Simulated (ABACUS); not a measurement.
The system is LiF (Griceite).

```
CELL_PARAMETERS angstrom
0.00000 2.01400 2.01400
2.01400 0.00000 2.01400
2.01400 2.01400 0.00000
ATOMIC_POSITIONS crystal
F 0.50000 0.50000 0.50000
Li 0.00000 0.00000 0.00000
```

Base run:

* Program: ABACUS 3.10.1
* Functional: OLYP
* Potentials or basis: SG15 ONCV 1.2 PBE
* Cutoff: 1143 eV
* Density cutoff: 4572 eV
* Basis: plane waves
* k mesh: 9 × 9 × 9
* Occupations: fermi-dirac, width 0.05 eV
* Spin: no spin polarisation

Its results: band gap on the k mesh 9.83 eV, direct; pressure 6.5 GPa.

**Question.** The run is repeated on the same cell with these changes: functional from OLYP to PBEsol. What comes out?

**Answer.** Band gap on the k mesh 8.87 eV, direct; pressure -0.9 GPa.

PBEsol binds more tightly than OLYP, so the same cell stands under less pressure.

Caveats: the potentials were made for another functional, which shifts forces and pressure; an odd mesh through Γ misses points on the zone boundary, where band edges often lie.

Not every run made on this cell is shown here.
